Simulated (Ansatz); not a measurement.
SiC: ideal shear of a crystal plane

All numbers below come from Ansatz 0.2.0, DFT r2SCAN, scalar-relativistic, plane waves, PAW. The runs took a 500 eV cutoff, a Γ-centred 10×10×2 mesh and Gaussian smearing (0.05 eV). No spin polarisation. Energies are free energies at this smearing, counted from the undisturbed cell; pressure is positive in compression.

Zero of the scan (relaxed at this level):

```yaml
crystal:
  lattice:
    - [2.17814, -2.17814, 0.00000]
    - [2.17814, 0.00000, -2.17814]
    - [8.71258, 8.71258, 8.71258]
  atoms:
    - { symbol: Si, position: [0.00000, 0.00000, 0.39580] }
    - { symbol: Si, position: [0.33333, 0.33333, 0.22913] }
    - { symbol: Si, position: [0.66667, 0.66667, 0.56247] }
    - { symbol: Si, position: [0.00000, 0.00000, 0.89580] }
    - { symbol: Si, position: [0.33333, 0.33333, 0.72913] }
    - { symbol: Si, position: [0.66667, 0.66667, 0.06247] }
    - { symbol: C, position: [0.66667, 0.66667, 0.43747] }
    - { symbol: C, position: [0.00000, 0.00000, 0.27080] }
    - { symbol: C, position: [0.33333, 0.33333, 0.60413] }
    - { symbol: C, position: [0.66667, 0.66667, 0.93747] }
    - { symbol: C, position: [0.00000, 0.00000, 0.77080] }
    - { symbol: C, position: [0.33333, 0.33333, 0.10413] }
```

The cut lies on the cell's a–b face, a (1 -1 1) plane (indices in the standard cell, whose axes needn't be the Cartesian ones shown) of area 8.22 Å², between layers 1.89 Å apart. Vector c is tilted by f times 1·a + 0·b (length 3.080 Å) with the atoms' Cartesian places fixed: one unrelaxed fault a cell. The traction is dγ/du, the slope of γ against the slip u in Å. Some rows repeat others by symmetry and weren't run.

| f | γ (mJ/m²) | traction (GPa) |
| --- | --- | --- |
| 0.0000 | 0 | 0.0 |
| 0.1000 | 313 | 20.2 |
| 0.2000 | 1219 | 37.7 |
| 0.3000 | 2527 | 44.5 |
| 0.4000 | 3738 | 30.3 |
| 0.5000 | 4225 | 0.0 |
| 0.6000 | 3738 | -30.3 |
| 0.7000 | 2527 | -44.5 |
| 0.8000 | 1219 | -37.7 |
| 0.9000 | 313 | -20.2 |

Q: Read off the first barrier and the stress needed to climb it, and compare with Frenkel's sinusoid.

A: The first sampled maximum lies at f = 0.500, a slip of 1.54 Å, with γ ≈ 4225 mJ/m², which stands in for the unstable fault energy γ_us, and the steepest sampled slope before it is 44.5 GPa. A sinusoid γ = γ_us sin²(πu/λ) with its maximum there has λ = 3.08 Å and a largest slope πγ_us/λ = 43.1 GPa (1 mJ/m² per Å = 0.01 GPa). The stand-in is too high: the stress and forces give a traction of 19.4 GPa across the line at this point, so it is no saddle, and slip that bends off the line crosses lower.

Q: Is there a metastable fault on this line?

A: Apart from points where γ returns to about zero, no local minimum shows among the samples, so at this sampling the line offers no fault for a dislocation to split on; a fault can still lie off the line.

The cut is rigid; relaxing the faces lowers these energies and usually the stresses.

Cost: 6 runs of about 6.1 core-minutes in all, on Oxide Virtual Turin-like Processor (Zen 5) (shared hosts).